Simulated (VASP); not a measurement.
# Fe2O3 (Hematite) (R-3c) in VASP: further runs, part 2 of 2

VASP 6.6.1.

**3. Relaxation of cell and atoms, r2SCAN, collinear spin, ferromagnetic start**

This run uses another cell than the first one, of 10.30 Å³/atom, 1.021 times its volume.

Contents of INCAR:

```
SYSTEM = Fe2O3
ALGO = Normal
AMIX = 0.2
AMIX_MAG = 0.8
BMIX = 1E-4
BMIX_MAG = 1E-4
EDIFF = 1E-7
EDIFFG = -0.005
ENCUT = 600
IBRION = 2
ISIF = 3
ISMEAR = 1
ISPIN = 2
KPAR = 4
LASPH = .TRUE.
LCHARG = .FALSE.
LMAXMIX = 4
LMIXTAU = .TRUE.
LORBIT = 11
LREAL = .FALSE.
LWAVE = .FALSE.
MAGMOM = 5 5 5 5 0 0 0 0 0 0
METAGGA = R2SCAN
NELM = 150
NSW = 90
PREC = Accurate
SIGMA = 0.1
```

Contents of KPOINTS:

```
k-points
0
G
  9 9 9
  0 0 0
```

Contents of POSCAR:

```
Fe2O3                                   
1.0
    2.5448405833      1.4692643978      4.5911094064
   -2.5448405833      1.4692643978      4.5911094064
   -0.0000000000     -2.9385287956      4.5911094064
  Fe              O             
     4     6
Direct
     0.3548975526504942    0.3548975526504942    0.3548975526504942
     0.1451024473495058    0.1451024473495058    0.1451024473495058
     0.6451024473495057    0.6451024473495057    0.6451024473495057
     0.8548975526504943    0.8548975526504943    0.8548975526504943
     0.5555882954740485    0.9444117045259515    0.2500000000000000
     0.2499999999999954    0.5555882954740440    0.9444117045259606
     0.9444117045259560    0.2500000000000046    0.5555882954740394
     0.4444117045259513    0.0555882954740487    0.7500000000000000
     0.7500000000000046    0.4444117045259560    0.0555882954740394
     0.0555882954740440    0.7499999999999954    0.4444117045259606
```

Potentials or basis: VASP PAW PBE potentials, release 64 (Fe, O).

Command:

```bash
> cat potpaw_PBE.64/Fe/POTCAR potpaw_PBE.64/O/POTCAR > POTCAR
> mpirun -np 4 vasp_std > vasp.out
```

OUTCAR:

```text
SYSTEM = Fe2O3
   AMIX = 0.2
   AMIX_MAG = 0.8
   EDIFF = 1E-7
   EDIFFG = -0.005
   ENCUT = 600
   IBRION = 2
   ISIF = 3
   ISMEAR = 1
   ISPIN = 2
   LASPH = .TRUE.
   LORBIT = 11
   LREAL = .FALSE.
   METAGGA = R2SCAN
   NELM = 150
   NSW = 90
   PREC = Accurate

 ion  position               nearest neighbor table
   1  0.355  0.355  0.355-  10 1.97   8 1.97   9 1.97   5 2.12   7 2.12   6 2.12   2 2.89   3 3.00
                             3 3.00   3 3.00
   2  0.145  0.145  0.145-   9 1.97   8 1.97  10 1.97   5 2.12   6 2.12   7 2.12   1 2.89   4 3.00
                             4 3.00   4 3.00
   3  0.645  0.645  0.645-   7 1.97   5 1.97   6 1.97   8 2.12  10 2.12   9 2.12   4 2.89   1 3.00
                             1 3.00   1 3.00
   4  0.855  0.855  0.855-   6 1.97   5 1.97   7 1.97   8 2.12   9 2.12  10 2.12   3 2.89   2 3.00
                             2 3.00   2 3.00
   5  0.556  0.944  0.250-   3 1.97   4 1.97   1 2.12   2 2.12
   6  0.250  0.556  0.944-   4 1.97   3 1.97   2 2.12   1 2.12
   7  0.944  0.250  0.556-   3 1.97   4 1.97   1 2.12   2 2.12
   8  0.444  0.056  0.750-   1 1.97   2 1.97   3 2.12   4 2.12
   9  0.750  0.444  0.056-   2 1.97   1 1.97   4 2.12   3 2.12
  10  0.056  0.750  0.444-   1 1.97   2 1.97   3 2.12   4 2.12

  LATTYP: Found a trigonal (rhomboedric) cell.
 ALAT       =     5.4509849611
 COS(alpha) =     0.5640856232

  Lattice vectors:

 A1 = (   2.5448405833,   1.4692643978,   4.5911094064)
 A2 = (  -2.5448405833,   1.4692643978,   4.5911094064)
 A3 = (   0.0000000000,  -2.9385287956,   4.5911094064)

Analysis of symmetry for initial positions (statically):
=====================================================================
 Subroutine PRICEL returns:
 Original cell was already a primitive cell.

 Routine SETGRP: Setting up the symmetry group for a
 trigonal (rhombohedral) supercell.

 Subroutine GETGRP returns: Found 12 space group operations
 (whereof  6 operations were pure point group operations)
 out of a pool of 12 trial point group operations.

The static configuration has the point symmetry S_6 .
 The point group associated with its full space group is D_3d.

Analysis of symmetry for dynamics (positions and initial velocities):
=====================================================================
 Subroutine PRICEL returns:
 Original cell was already a primitive cell.

 Routine SETGRP: Setting up the symmetry group for a
 trigonal (rhombohedral) supercell.

 Subroutine GETGRP returns: Found 12 space group operations
 (whereof  6 operations were pure point group operations)
 out of a pool of 12 trial point group operations.

The dynamic configuration has the point symmetry S_6 .
 The point group associated with its full space group is D_3d.

Analysis of structural, dynamic, and magnetic symmetry:
=====================================================================
 Subroutine PRICEL returns:
 Original cell was already a primitive cell.

 Routine SETGRP: Setting up the symmetry group for a
 trigonal (rhombohedral) supercell.

 Subroutine GETGRP returns: Found 12 space group operations
 (whereof  6 operations were pure point group operations)
 out of a pool of 12 trial point group operations.

The overall configuration has the point symmetry S_6 .
 The point group associated with its full space group is D_3d.

[... 135 lines left out ...]
  volume/ion in A,a.u.               =      10.30        69.51
  Fermi-wavevector in a.u.,A,eV,Ry     =   1.425503  2.693809 27.647820  2.032057
  Thomas-Fermi vector in A             =   2.545880
   LORBIT       =     11    0 simple, 1 ext, 2 COOP (PROOUT), +10 PAW based schemes
   METAGGA = R2SCAN    functional components
   LHFCALC =     F    Hartree Fock is set to
   AEXX    =    0.0000 exact exchange contribution
   IVDW    =     0    specifies the selected vdW correction
   LEPSILON=     F    determine dielectric tensor
   LRPA    =     F    only Hartree local field effects (RPA)
 conjugate gradient relaxation of ions
 spin polarized calculation
 Methfessel and Paxton  Order N= 1 SIGMA  =   0.10
  energy-cutoff  :      600.00
  volume of cell :      103.00
 maximum number of plane-waves:      3474
 NGX is ok and might be reduce to    48
   NGX = 21   NGY = 21   NGZ = 21

--------------------------------------- Ionic step        1  -------------------------------------------

 number of electron      68.0000008 magnetization      20.0000046

 Free energy of the ion-electron system (eV)
  ---------------------------------------------------
  ext. energy  EPLUGINS =         0.00000000
  ---------------------------------------------------
  free energy    TOTEN  =      -108.48563386 eV

  energy without entropy =     -108.48632413  energy(sigma->0) =     -108.48586395

------------------------ aborting loop because EDIFF is reached ----------------------------------------

  FORCE on cell =-STRESS in cart. coord.  units (eV):
  Direction    XX          YY          ZZ          XY          YZ          ZX
  --------------------------------------------------------------------------------------
  -------------------------------------------------------------------------------------
  Total        0.0437622      0.0437622     -0.0371406      0.0000000     -0.0000000      0.0000000
  in kB        0.6807378      0.6807378     -0.5777375      0.0000000     -0.0000000      0.0000000
  external PRESSURE =       0.2612460 kB  Pullay stress =       0.0000000 kB
[... 119 lines left out ...]
--------------------------------------- Ionic step        4  -------------------------------------------

 number of electron      68.0000008 magnetization      20.0000162

 Free energy of the ion-electron system (eV)
  ---------------------------------------------------
  ext. energy  EPLUGINS =         0.00000000
  ---------------------------------------------------
  free energy    TOTEN  =      -108.48567304 eV

  energy without entropy =     -108.48636317  energy(sigma->0) =     -108.48590309

 E-fermi :   3.7821     XC(G=0): -12.1237

 val. band max:        3.7684002846   @ k =   0.0000   0.0000   0.0000
 cond. band min:       4.0699461687   @ k =  -0.3333   0.2222   0.0000
 fundamental gap:      0.3015458841
 Fermi energy:         3.7820813576

 spin component 1

 k-point     1 :       0.0000    0.0000    0.0000
  band No.  band energies     occupation
      1     -16.9525      1.00000
      2     -15.5049      1.00000
      3     -15.4739      1.00000
      4     -15.4739      1.00000
      5     -15.4491      1.00000
      6     -15.4491      1.00000
[... 1165 lines left out ...]
     45      11.3307      0.00000
     46      12.4123      0.00000

 [... further k-points ...]

 spin component 2

 k-point     1 :       0.0000    0.0000    0.0000
  band No.  band energies     occupation
      1     -16.0511      1.00000
      2     -14.4822      1.00000
      3     -14.4040      1.00000
      4     -14.4040      1.00000
      5     -14.4009      1.00000
      6     -14.4009      1.00000
[... 1165 lines left out ...]
     45      12.7296      0.00000
     46      13.9587      0.00000

 [... further k-points ...]

 [bands above 46 left out]

------------------------ aborting loop because EDIFF is reached ----------------------------------------

  FORCE on cell =-STRESS in cart. coord.  units (eV):
  Direction    XX          YY          ZZ          XY          YZ          ZX
  --------------------------------------------------------------------------------------
  -------------------------------------------------------------------------------------
  Total        0.0072499      0.0072499      0.0071512      0.0000000      0.0000000      0.0000000
  in kB        0.1127766      0.1127766      0.1112420      0.0000000      0.0000000      0.0000000
  external PRESSURE =       0.1122650 kB  Pullay stress =       0.0000000 kB
[... 25 lines left out ...]
  FREE ENERGIE OF THE ION-ELECTRON SYSTEM (eV)
  ---------------------------------------------------
  free  energy   TOTEN  =      -108.4856730426 eV

  energy  without entropy=     -108.4863631727  energy(sigma->0) =     -108.48590309

 reached required accuracy - stopping structural energy minimisation

 total charge

# of ion       s       p       d       tot
------------------------------------------
    1        0.365   0.533   5.773   6.671
    2        0.365   0.533   5.773   6.671
    3        0.365   0.533   5.773   6.671
    4        0.365   0.533   5.773   6.671
    5        1.561   3.497   0.000   5.058
    6        1.561   3.497   0.000   5.058
    7        1.561   3.497   0.000   5.058
    8        1.561   3.497   0.000   5.058
    9        1.561   3.497   0.000   5.058
   10        1.561   3.497   0.000   5.058
--------------------------------------------------
tot         10.827  23.115  23.091  57.033

 magnetization (x)

# of ion       s       p       d       tot
------------------------------------------
    1        0.026   0.037   4.121   4.183
    2        0.026   0.037   4.121   4.183
    3        0.026   0.037   4.121   4.183
    4        0.026   0.037   4.121   4.183
    5        0.029   0.415   0.000   0.444
    6        0.029   0.415   0.000   0.444
    7        0.029   0.415   0.000   0.444
    8        0.029   0.415   0.000   0.444
    9        0.029   0.415   0.000   0.444
   10        0.029   0.415   0.000   0.444
--------------------------------------------------
tot          0.277   2.639  16.482  19.398
```

Run time: 41 min. Hardware: 4 MPI ranks of Intel Xeon Platinum 8488C (Sapphire Rapids), shared host; peak memory 0.96 GiB.

Results:

```
Free energy                                           : -108.4857 eV
Energy gained by relaxing                             : 0.0 meV/atom
Ionic steps                                           : 4
Pressure after relaxing                               : 0.0 GPa
Band gap on the k mesh                                : 0.30 eV, indirect (least direct gap 0.59 eV)
Net moment                                            : 20.00 μB per cell
Site moments                                          : Fe +4.18; O +0.44 μB
Valence electrons inside the program's atomic spheres : Fe 6.67; O 5.06
```

Forces on the atoms (eV/Å):
```
Fe   0.000  0.000  0.002
Fe   0.000  0.000 -0.002
Fe   0.000  0.000 -0.002
Fe   0.000  0.000  0.002
O   -0.002  0.000  0.000
O    0.001 -0.002  0.000
O    0.001  0.002  0.000
O    0.002  0.000  0.000
O   -0.001  0.002  0.000
O   -0.001 -0.002  0.000
```

Final structure:
```
Fe O
1.0
     2.54551    1.46965    4.58861
    -2.54551    1.46965    4.58861
     0.00000   -2.93930    4.58861
Fe O
4 6
Direct
  0.35497 0.35497 0.35497
  0.14503 0.14503 0.14503
  0.64503 0.64503 0.64503
  0.85497 0.85497 0.85497
  0.55560 0.94440 0.25000
  0.25000 0.55560 0.94440
  0.94440 0.25000 0.55560
  0.44440 0.05560 0.75000
  0.75000 0.44440 0.05560
  0.05560 0.75000 0.44440
```

Caveat: the PAW data sets were made with another functional, which shifts forces and pressure a little; an odd mesh through Γ misses points on the zone boundary, where band edges often lie; only a ferromagnetic start was run, and an antiferromagnetic order may lie lower in energy.
